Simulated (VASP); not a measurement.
Here is a VASP 6.6.1 calculation.

INCAR

```
SYSTEM = TiO2
PREC = Accurate
ENCUT = 520
EDIFF = 1E-7
ISMEAR = 0
SIGMA = 0.02
LREAL = .False.
LASPH = .True.
NELM = 100
ALGO = Fast
ISIF = 2
LWAVE = .False.
LCHARG = .True.
GGA = PE
LELF = .True.
LVHAR = .True.
NBANDS = 33
```

KPOINTS

```
regular mesh
0
Gamma
  10 10 10
  0 0 0
```

File POSCAR:

```
TiO2
1.0
   -1.8996082689      1.8996082689      4.8485069523
    1.8996082689     -1.8996082689      4.8485069523
    1.8996082689      1.8996082689     -4.8485069523
Ti O
2 4
Direct
    0.0000000000      0.0000000000      0.0000000000
    0.7500000000      0.2500000000      0.5000000000
    0.2064947464      0.2064947464      0.0000000000
    0.9564947464      0.4564947464      0.5000000000
    0.5435052536      0.0435052536      0.5000000000
    0.7935052536      0.7935052536      0.0000000000
```

Potentials or basis: VASP PAW PBE potentials, release 64 (Ti_sv, O).

The run is started by

```bash
$ cat potpaw_PBE.64/Ti_sv/POTCAR potpaw_PBE.64/O/POTCAR > POTCAR
$ mpirun -np 1 vasp_std > vasp.out
```

**Question.** Predict the largest force.

**Answer.** 0.019 eV/Å.

**Question.** Predict the pressure.

**Answer.** 0.7 GPa.

Stress tensor (GPa, compression positive):
```
0.67 0.00 0.00
0.00 0.67 0.00
0.00 0.00 0.77
```
